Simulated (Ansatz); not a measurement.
# Every step of a relaxation of Ir (beta tin type)

DFT, PBE, PAW with Ansatz's default frozen-core files, scalar-relativistic (Ansatz 0.2.0); a Γ-centred 18×18×18 k mesh, Fermi–Dirac smearing of 0.05 eV, no spin polarisation. The run relaxes shape and atoms at held volume.

Command: `ansatz run input.yaml --threads 1 --pin off --max-ram 2048MiB --backend cpu --events-out ev --progress --plain --runs-dir out` It took 40 s on 1 thread of Arm Neoverse V2 (shared host), peak memory 0.42 GiB.

PAW: frozen-core files, cutoff 420 eV; forces are relaxed below 0.005 eV/Å.

Each step lists its free energy a cell above the last geometry, the pressure, the cell vectors (Å), and Cartesian positions (Å) with forces (eV/Å).

The first step:

```
step 1  dF = 242.91 meV  P = 1418 GPa
  cell -1.8593 1.8593 1.0555  1.8593 -1.8593 1.0555  1.8593 1.8593 -1.0555
  Ir 0.0000 -0.9297 -0.2639   0.0000 0.0000 0.0000
  Ir 0.0000 0.9297 0.2639   0.0000 0.0000 0.0000
```

Spin–orbit coupling is left out, which matters for the heavy atoms. The structure type is held throughout; the real material can change phase at far lower pressure. At this compression frozen-core PAW has no all-electron check here.

The symmetry of the start is kept and no stability test is made, so the end need not be the stable phase.

Where does the relaxation end, and by which steps?

After 4 geometries, with conventional a, b, c = 3.767, 3.767, 2.058 Å, at 7.298 Å³/atom and 1410 GPa in space group I4_1/amd, with a shortest distance of 1.952 Å. The further steps:
```
step 2  dF = 210.45 meV  P = 1412 GPa
  cell -1.9058 1.9058 1.0047  1.9058 -1.9058 1.0047  1.9058 1.9058 -1.0047
  Ir 0.0000 -0.9529 -0.2512   0.0000 0.0000 0.0000
  Ir 0.0000 0.9529 0.2512   0.0000 0.0000 0.0000
step 3  dF = 0.03 meV  P = 1410 GPa
  cell -1.8830 1.8830 1.0291  1.8830 -1.8830 1.0291  1.8830 1.8830 -1.0291
  Ir 0.0000 -0.9415 -0.2573   0.0000 0.0000 0.0000
  Ir 0.0000 0.9415 0.2573   0.0000 0.0000 0.0000
step 4  dF = 0.00 meV  P = 1410 GPa
  cell -1.8833 1.8833 1.0288  1.8833 -1.8833 1.0288  1.8833 1.8833 -1.0288
  Ir 0.0000 -0.9416 -0.2572   0.0000 0.0000 0.0000
  Ir 0.0000 0.9416 0.2572   0.0000 0.0000 0.0000
step 5  dF = -0.14 meV  P = 1410 GPa  (same geometry on a basis chosen anew; earlier energies don't compare to the last digit)
  cell -1.8833 1.8833 1.0288  1.8833 -1.8833 1.0288  1.8833 1.8833 -1.0288
  Ir 0.0000 -0.9416 -0.2572   0.0000 0.0000 0.0000
  Ir 0.0000 0.9416 0.2572   0.0000 0.0000 0.0000
```
